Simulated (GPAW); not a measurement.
Crystal: SnO2 (Cassiterite).

```
CELL_PARAMETERS angstrom
4.73800 0.00000 0.00000
0.00000 4.73800 0.00000
0.00000 0.00000 3.18650
ATOMIC_POSITIONS crystal
Sn 0.50000 0.50000 0.50000
Sn 0.00000 0.00000 0.00000
O 0.80710 0.19290 0.50000
O 0.69290 0.69290 0.00000
O 0.19290 0.80710 0.50000
O 0.30710 0.30710 0.00000
```

| Item | Value |
| --- | --- |
| Program | GPAW 26.7.0 |
| Task | relaxation of cell and atoms |
| Functional | PBEsol |
| Potentials or basis | PAW data sets generated in the run's folder for this functional |
| Cutoff | 800 eV |
| Basis | pw |
| k mesh | 4 × 4 × 5 |
| Occupations | fermi-dirac, width 0.05 eV |
| Spin | no spin polarisation |

At the start: pressure 3.2 GPa; volume 11.92 Å³/atom.

Task: Where does the relaxation end?

Result: Over 5 steps the energy falls by 2.2 meV/atom and the volume is 12.09 Å³/atom (+1.4 %); space group P4_2/mnm (No. 136, to 0.05 Å).

The path:
```tsv
step	energy change (eV)	largest force (eV/Å)	pressure (GPa)	volume (Å³)
1	0.0000	0.1881	3.19	71.53
2	-0.0041	0.1182	2.72	71.65
3	-0.0106	0.0730	1.14	72.10
4	-0.0114	0.0774	0.82	72.21
5	-0.0131	0.0386	0.01	72.51
```

Final structure:
```
Sn O
1.0
     4.75703    0.00000    0.00000
     0.00000    4.75703    0.00000
     0.00000    0.00000    3.20439
Sn O
2 4
Direct
  0.50000 0.50000 0.50000
  0.00000 0.00000 0.00000
  0.80597 0.19403 0.50000
  0.69403 0.69403 0.00000
  0.19403 0.80597 0.50000
  0.30597 0.30597 0.00000
```

Caveat: the k mesh is coarse; later steps reuse the first step's grids.
